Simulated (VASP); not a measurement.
A run of VASP 6.6.1 is set up as follows.

File INCAR:

```
PREC = Accurate
ENCUT = 600
EDIFF = 1E-6
ISMEAR = -1
SIGMA = 0.02
LREAL = F
LASPH = T
NELM = 100
ALGO = Fast
ISIF = 3
LWAVE = F
LCHARG = F
GGA = PE
IBRION = 2
NSW = 100
EDIFFG = -0.005
```

Contents of KPOINTS:

```
regular mesh
0
Gamma
  6 6 6
```

Contents of POSCAR:

```
RbBr
1.0
    0.0000000000      3.4559503595      3.4559503595
    3.4559503595      0.0000000000      3.4559503595
    3.4559503595      3.4559503595      0.0000000000
Rb Br
1 1
Direct
    0.0000000000      0.0000000000      0.0000000000
    0.5000000000      0.5000000000      0.5000000000
```

Potentials or basis: VASP PAW PBE potentials, release 64 (Rb_sv, Br).

Launch:

```bash
$ cat potpaw_PBE.64/Rb_sv/POTCAR potpaw_PBE.64/Br/POTCAR > POTCAR
$ mpirun -np 1 vasp_std > vasp.out
```

Task: Estimate the band gap on the k mesh.

Result: 4.19 eV, direct.

Task: Estimate the space group after relaxing (to 0.05 Å).

Result: Fm-3m (No. 225).

Task: Predict the relaxed cell.

Result: a = 4.963 Å, b = 4.963 Å, c = 4.963 Å, α = 60.00°, β = 60.00°, γ = 60.00°.

Task: Estimate the relaxed volume.

Result: 43.23 Å³/atom.

Final structure:
```
Rb Br
1.0
     0.00000    3.50961    3.50961
     3.50961    0.00000    3.50961
     3.50961    3.50961    0.00000
Rb Br
1 1
Direct
  0.00000 0.00000 0.00000
  0.50000 0.50000 0.50000
```
